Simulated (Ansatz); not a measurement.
## Rh under pressure

Computed with Ansatz 0.2.0, DFT PBE, scalar-relativistic, plane waves, PAW. Settings: 420 eV plane-wave cutoff, Γ-centred 18×18×10 mesh, Fermi-Dirac smearing of 0.15 eV. No spin polarisation. Phonons by linear response, acoustic sum rule imposed.

The cell, relaxed at this level:
```
Rh
1.0
     2.72851    0.00000    0.00000
    -1.36426    2.36296    0.00000
     0.00000    0.00000    4.39286
Rh
2
Cartesian
  1.3643 0.7877 3.2946
  0.0000 1.5753 1.0982
```

In a metal, frequencies and elastic constants depend on the k mesh and the smearing, soft modes and shear constants most.

Optical modes at Γ (cm⁻¹) at zero pressure: 142, 233.

Under hydrostatic pressure the same modes lie at 150, 252 cm⁻¹. What is the pressure, and how much has the cell shrunk?

Answers

8 GPa; the volume is 2.9 % smaller.

This form isn't the element's structure at ambient conditions.

Cost: 2 runs of about 1.3 core-minutes in all, on AMD EPYC 9R45 (Zen 5) (shared hosts).